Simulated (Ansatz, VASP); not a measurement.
**Two plane-wave programs on Ta**

Contents of INCAR:

```
PREC = Accurate
ENCUT = 520
EDIFF = 1E-6
ISMEAR = 1
SIGMA = 0.1
LREAL = False
LASPH = True
NELM = 80
ALGO = Normal
ISIF = 2
LWAVE = False
LCHARG = False
GGA = PS
IVDW = 13
NBANDS = 12
```

Contents of KPOINTS:

```
regular mesh
0
Gamma
  13 13 13
```

File POSCAR:

```
Ta
1.0
   -1.6512800000      1.6512800000      1.6512800000
    1.6512800000     -1.6512800000      1.6512800000
    1.6512800000      1.6512800000     -1.6512800000
Ta
1
Direct
    0.0000000000      0.0000000000      0.0000000000
```

Input for Ansatz:

```yaml
crystal:
  lattice:
    - [-1.65128, 1.65128, 1.65128]
    - [1.65128, -1.65128, 1.65128]
    - [1.65128, 1.65128, -1.65128]
  atoms:
    - { symbol: Ta, position: [0.0, 0.0, 0.0] }
basis:
  ecutwfc: 450.0
kpoints:
  mp_grid:
    grid: [13, 13, 13]
hamiltonian:
  xc: pbesol
  dispersion: d4
scf:
  occupations:
    method: methfessel_paxton
    width: 0.1
output:
  forces: true
  stress: true
```

Alike in both runs: task single point; functional PBEsol; dispersion D4; k mesh 13 × 13 × 13; occupations methfessel-paxton of order 1, width 0.1 eV; no spin polarisation.

|  | VASP | Ansatz |
| --- | --- | --- |
| version | VASP 6.6.1 | Ansatz 0.2.0 |
| potentials or method | VASP PAW PBE potentials, release 64 (Ta_pv) | plane waves, PAW |
| plane-wave cutoff (eV) | 520 | 450 |
| valence electrons in the cell | 11 | 13 |

```csv
,VASP,Ansatz,Ansatz less VASP
pressure (GPa),-4.5,-4.7,-0.15
dispersion energy (meV/atom),-185.9,-186.1,-0.16
```

The two sets of potentials don't hold the same shells in valence.

Caveats: the PAW data sets were made with another functional, which shifts forces and pressure a little (VASP); pairwise dispersion overbinds metals, which lowers pressure and volume. Spin-orbit coupling is left out, which matters for the levels of Ta.
